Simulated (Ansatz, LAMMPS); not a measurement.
# Relaxing amorphous Al2O3 at 3.05 g/cm^3 (90 atoms), part 2 of 4

Wanted: the relaxed structure of amorphous Al2O3 at 3.05 g/cm^3 (90 atoms) and its electronic structure.

Ansatz 0.2.0; Kohn-Sham DFT, PBE, PAW (set soft_2), plane waves.

The cell: 36 Al and 54 O. The quench rate of 50 K/ps is many orders above laboratory rates. The starting topology of bonds comes from the classical model. Only the Γ point is sampled in the main run, in a cell whose shortest periodic width is 10 Å.

So far. Step 3 (Single point at the start): Neighbours are counted within 2.43 Å (O-Al).

## Step 4: Relaxation

The atoms are relaxed in the fixed cell, aiming at the force tolerance of the input.

File input.yaml:

```yaml
crystal:
  lattice:
    - [9.9973, 0.0, 0.0]
    - [0.0, 9.9973, 0.0]
    - [0.0, 0.0, 9.9973]
  atoms:
    [... the 90 atom lines of step 3 ...]
kpoints:
  mp_grid: { grid: [1, 1, 1] }
hamiltonian:
  xc: pbe
scf:
  occupations: { method: fermi_dirac, width: 0.025 }
output:
  forces: true
relax:
  f_tol: 0.04
  max_steps: 250
```

Started as:

```
> ansatz run input.yaml --threads 4 --pin off --max-ram 8192MiB --backend cpu --events-out ev --progress --plain --runs-dir out
```

Numbers of over 12 decimals in the logs are rounded to 6 here.

Log:

```text
[...]
Crystal: 90 atoms, lattice volume = 999.190 Å³
Basis set: ecut = 420 eV, 19549 PW (Γ), exchange–correlation on 144×144×144 points (8 copies of the dense FFT grid, shifted against one another)
Bands: 306, of which v1, the nominal top of the filled ones, is band 216 counted from 1 (215 counted from 0)
Symmetry: 1 space group operations
[...]
k-points: 1
[...]
SCF iter   1: F=—  HF=-50114.834925 eV  |F-HF|=—  |Δ(HF+E_count)|=         —  Δρ=2.29e-3  dr2=7.31e-2  ethr=1.77e-3  ⟨swp⟩=6.0  Hψ=1370  notcnv=0  defer=39
[...]
SCF iter   6: F=-50114.834173 eV  HF=-50114.834170 eV  |F-HF|=3.32e-6  |Δ(HF+E_count)|=   6.16e-6  Δρ=2.58e-5  dr2=6.45e-6  ethr=9.26e-9  ⟨swp⟩=4.0  Hψ=869  notcnv=0
SCF 1 converged in 6 iterations: F = -50114.834173 eV  dr2 = 6.45e-6
[...]
relax step   1: F+E_penalty+E_count = -50114.83417335 eV  Δ(F+E_penalty+E_count) = +0.000e0 eV  max|allowed force component| = 1.508e0 eV/Å  Δτ_max = 0.0000 Å  (6 SCF iters, dr2 threshold 4.00e-5 eV, accepted)
[...]
relax step   2: F+E_penalty+E_count = -50115.62747151 eV  Δ(F+E_penalty+E_count) = -7.933e-1 eV  max|allowed force component| = 8.358e-1 eV/Å  Δτ_max = 0.0531 Å  (5 SCF iters, dr2 threshold 1.00e-4 eV, accepted)
[...]
relax step   3: F+E_penalty+E_count = -50116.21438098 eV  Δ(F+E_penalty+E_count) = -5.869e-1 eV  max|allowed force component| = 3.257e-1 eV/Å  Δτ_max = 0.0890 Å  (6 SCF iters, dr2 threshold 4.37e-5 eV, accepted)
relax step   4: F+E_penalty+E_count = -50116.46309151 eV  Δ(F+E_penalty+E_count) = -2.487e-1 eV  max|allowed force component| = 2.159e-1 eV/Å  Δτ_max = 0.2000 Å  (7 SCF iters, dr2 threshold 1.61e-5 eV, accepted)
relax step   5: F+E_penalty+E_count = -50116.50028846 eV  Δ(F+E_penalty+E_count) = -3.720e-2 eV  max|allowed force component| = 2.575e-2 eV/Å  Δτ_max = 0.0753 Å  (6 SCF iters, dr2 threshold 7.08e-6 eV, accepted)
[...]
relax step   6: F+E_penalty+E_count = -50116.50029003 eV  Δ(F+E_penalty+E_count) = -1.567e-6 eV  max|allowed force component| = 2.550e-2 eV/Å  Δτ_max = 0.0000 Å  (4 SCF iters, accepted)
SCF converged after 4 iterations
Free energy (F): -50116.500290 eV
[...]
Internal energy: -50116.500290 eV  (E = F + TS)
E sigma→0 (E₀):  -50116.500290 eV
Fermi energy:    6.935398 eV
[...]
--- Forces (eV/Å), atoms counted from 1 ---
  atom   1  Al    -0.00811989    -0.00646681     0.00169129
  atom   2  Al     0.01290390     0.00516149    -0.00301917
  atom   3  Al     0.00057279    -0.00109879    -0.01122577
  atom   4  Al     0.00314910     0.00308201     0.00393744
  atom   5  Al    -0.01480534     0.00137330    -0.00405416
  atom   6  Al    -0.01608467    -0.00185566    -0.00308701
  atom   7  Al    -0.00866025    -0.00821984     0.00006806
  atom   8  Al     0.00329579     0.01011630    -0.00639942
  atom   9  Al    -0.00328497     0.00242771    -0.00614691
  atom  10  Al     0.00732183     0.00177034    -0.00025563
  atom  11  Al    -0.00490725     0.00686598     0.01317377
  atom  12  Al    -0.00076868     0.00409423    -0.00305896
  atom  13  Al    -0.00835070    -0.00522170     0.00696945
  atom  14  Al    -0.00302489    -0.00420492     0.00081525
[...]
atom  89  O     -0.00428764     0.00185703     0.00616020
  atom  90  O      0.00313572    -0.00811181    -0.00800318
  max |Σ_I F_I| component: 1.40e-4 eV/Å
--- Relaxed structure (6 steps of the walk, 6 accepted, 0 SCFs on fresh bases) ---
  F+E_penalty+E_count = -50116.50029003 eV   max|allowed force component| = 2.550e-2 eV/Å
  atoms:
    - { symbol: Al, position: [0.942104, 0.500921, 0.519757] }
    - { symbol: Al, position: [0.372856, 0.647357, 0.561043] }
    - { symbol: Al, position: [0.475284, 0.492930, 0.073527] }
    - { symbol: Al, position: [0.170032, 0.177590, 0.350585] }
[...]
- { symbol: O, position: [0.090819, 0.135162, 0.189516] }
```

The job ended after 37 s (4 threads of Arm Neoverse V1, shared host; peak memory 1.1 GiB; 2.3 min of CPU time).

The steps of the relaxation:

```csv
step,energy less that of the first step (eV),largest force component (eV/Å)
1,0.0000,1.5080
2,-0.7933,0.8358
3,-1.3802,0.3257
4,-1.6289,0.2159
5,-1.6661,0.0257
6,-1.6661,0.0255
```

The atoms that moved most (Å):

```csv
atom,dx,dy,dz,length
O41,0.048,0.063,-0.320,0.330
O78,-0.049,-0.197,-0.064,0.213
O44,0.004,-0.102,-0.160,0.190
Al29,0.003,-0.038,0.183,0.187
O72,0.100,-0.119,-0.096,0.183
O42,-0.056,0.122,-0.122,0.181
O71,0.114,-0.101,-0.082,0.173
Al30,0.085,0.120,0.088,0.171
```

The relaxation changed the energy by -18.5 meV/atom, and atoms moved by 0.10 Å r.m.s., 0.33 Å at most.

## Step 5: Structure statistics after relaxation

Bonds before and after, by the cutoffs listed below:

```csv
pair,bonds before,bonds after,mean before (Å),mean after (Å),spread before (Å),spread after (Å)
O-Al,160,162,1.834,1.842,0.117,0.090
```

Density 3.05 g/cm³, 11.10 Å³ an atom.

g(r), total and by pair (bins of 0.1 Å):

```csv
r (Å),total,O-O,O-Al,Al-Al
1.55,0.00,0.00,0.00,0.00
1.65,0.14,0.00,0.29,0.00
1.75,3.54,0.00,7.37,0.00
1.85,4.12,0.00,8.58,0.00
1.95,1.21,0.00,2.52,0.00
2.05,0.28,0.00,0.58,0.00
2.15,0.09,0.00,0.18,0.00
2.25,0.08,0.00,0.17,0.00
2.35,0.10,0.29,0.00,0.00
2.45,0.36,0.91,0.07,0.00
2.55,0.42,1.09,0.06,0.00
2.65,0.58,1.32,0.06,0.51
2.75,1.43,3.18,0.16,1.29
2.85,1.62,3.30,0.25,1.96
2.95,1.26,2.94,0.24,0.56
3.05,1.59,2.48,0.48,2.89
3.15,1.32,1.48,0.45,3.58
3.25,1.04,0.77,0.70,2.66
3.35,1.06,0.49,0.87,2.95
3.45,0.96,0.73,1.13,0.93
3.55,1.03,0.69,1.30,0.97
3.65,0.77,0.49,1.17,0.18
3.75,1.10,0.74,1.66,0.26
3.85,0.99,0.44,1.62,0.33
3.95,0.77,0.49,1.08,0.47
4.05,1.01,0.40,1.42,1.12
4.15,1.09,0.60,1.64,0.57
4.25,1.09,0.69,1.61,0.41
4.35,1.01,0.40,1.51,0.84
4.45,1.06,0.85,1.26,0.93
4.55,0.97,0.76,1.15,0.89
4.65,0.95,0.88,1.00,0.96
4.75,1.01,1.09,1.02,0.81
4.85,0.94,1.16,0.73,1.10
4.95,0.98,1.40,0.62,1.10
```

Bonds by pair of elements; cutoffs follow the first minimum of g(r), held within bounds set by covalent radii, and pairs that aren't listed don't count as bonded:

```csv
pair A-B,cutoff (Å),bonds,mean length (Å),spread (Å),shortest (Å),B about A,A about B
O-Al,2.38,162,1.84,0.09,1.69,3,4.5
```

How many atoms have how many bonded neighbours:

```csv
element,mean,2,3,4,5,6
Al,4.5,0,0,21,12,3
O,3,6,42,6,0,0
```

Bond angles, per cent of each kind in bins of 5°:

```csv
angle (°),O-Al-O,Al-O-Al
65–70,0.3,0.0
70–75,0.3,0.0
75–80,6.5,1.2
80–85,6.2,1.8
85–90,7.2,1.8
90–95,7.2,7.1
95–100,8.2,10.7
100–105,14.1,6.6
105–110,12.4,4.2
110–115,12.7,4.8
115–120,6.9,12.5
120–125,4.1,14.3
125–130,2.1,11.3
130–135,1.4,13.7
135–140,2.1,4.2
140–145,1.4,4.8
145–150,0.3,1.2
150–155,0.3,0.0
155–160,1.7,0.0
160–165,0.7,0.0
165–170,0.7,0.0
170–175,2.1,0.0
175–180,1.0,0.0
```

Bond angles (no mean is given where the spread exceeds 20°):

```csv
angle,count,mean (°),spread (°)
O-Al-O,291,-,-
Al-O-Al,168,117,16.2
```

Oxygen atoms by the number of network formers (Si, P, Ge, B, Al, As, Ga) bound to them:

```csv
network formers bound to O,O atoms,per cent
0,0,0
1,0,0
2,6,11.1
3,42,77.8
4,6,11.1
```

Network units: each former by its oxygen neighbours and how many of them bridge to another former:

```csv
former,O neighbours,bridging O,atoms
Al,4,4,21
Al,5,5,12
Al,6,6,3
```

Bond length by coordination (bonds to H left out):

```csv
element,coordination,atoms,mean bond length (Å)
Al,4,21,1.79
Al,5,12,1.88
Al,6,3,1.95
O,2,6,1.73
O,3,42,1.83
O,4,6,1.96
```

Rings of the network by King's shortest-path rule, up to 12 atoms, one path for each pair of neighbours; H, halogens, alkali and alkaline-earth atoms are left out, and the last column divides by all other atoms, bonded or not:

```csv
ring size (atoms),rings,per network atom
4,25,0.278
6,44,0.489
8,86,0.956
10,16,0.178
```

For some of the pairs, g(r) has its first main peak near 2.9 Å (O-O) and 1.8 Å (O-Al). Counting bonds as in the table, 58 % of Al atoms have 4 and 78 % of O atoms have 3 bonded neighbours. 11 % of the oxygens bridge two formers (Al) and 0 % are non-bridging; 78 % join three; 11 % join four. The commonest Al unit has 4 oxygens, 4 of them shared with other formers (21 of 36 atoms). Bonds at O atoms with 2 neighbours average 1.73 Å, against 1.96 Å at those with 4. Rings of 8 atoms are the most common (50 % of those counted); sizes run from 4 to 10.

(Part 2 of 4 ends here.)

[Logs are printed without paths, hosts, clocks, repeated set-up lines and the standing remarks that a program may print on its own settings, such as how far it seeks lower states.]

[Hosts, paths, dates, database ids (printed as entryN), source tags and the programs' standing remarks are cut or masked in the printed files.]
